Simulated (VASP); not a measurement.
Set up this calculation in VASP 6.6.1, as the native input.

* Task: single point
* Functional: PBE
* Potentials or basis: VASP PAW PBE potentials, release 64 (Al, N)
* Cutoff: 520 eV
* k mesh: 10 × 10 × 10
* Occupations: fermi-dirac, width 0.02 eV
* Spin: no spin polarisation
* Dipole correction: no
* Further INCAR settings: ALGO = Normal; EDIFF = 1e-07; NBANDS = 11

The structure of AlN lies in POSCAR:

```
AlN
1.0
    2.6128621451      0.0000000000      0.0000000000
    0.0000000000      2.6128621451      0.0000000000
    0.0000000000      0.0000000000      2.6128621451
Al N
1 1
Direct
    0.0000000000      0.0000000000      0.0000000000
    0.5000000000      0.5000000000      0.5000000000
```

The cell was built by a generator and needn't be a form met in nature.

These files were run (other wordings do the same):

INCAR

```
ALGO = Normal
EDIFF = 1E-7
ENCUT = 520
GGA = PE
ISIF = 2
ISMEAR = -1
LASPH = T
LCHARG = F
LREAL = F
LWAVE = F
NBANDS = 11
NELM = 100
PREC = Accurate
SIGMA = 0.02
```

KPOINTS

```
k-points
0
Gamma
  10 10 10
```

Potentials or basis: VASP PAW PBE potentials, release 64 (Al, N).

Command:

```bash
$ cat potpaw_PBE.64/Al/POTCAR potpaw_PBE.64/N/POTCAR > POTCAR
$ mpirun -np 1 vasp_std > vasp.out
```

Results of the run:

| Quantity | Value |
| --- | --- |
| Pressure | -0.1 GPa |
| Band gap on the k mesh | none (metal or under the smearing width) |

It used 7.6 s of CPU time on 1 thread of Intel(R) Xeon(R) Platinum 8559C (Emerald Rapids), with other jobs on the host, which was overloaded at the time.
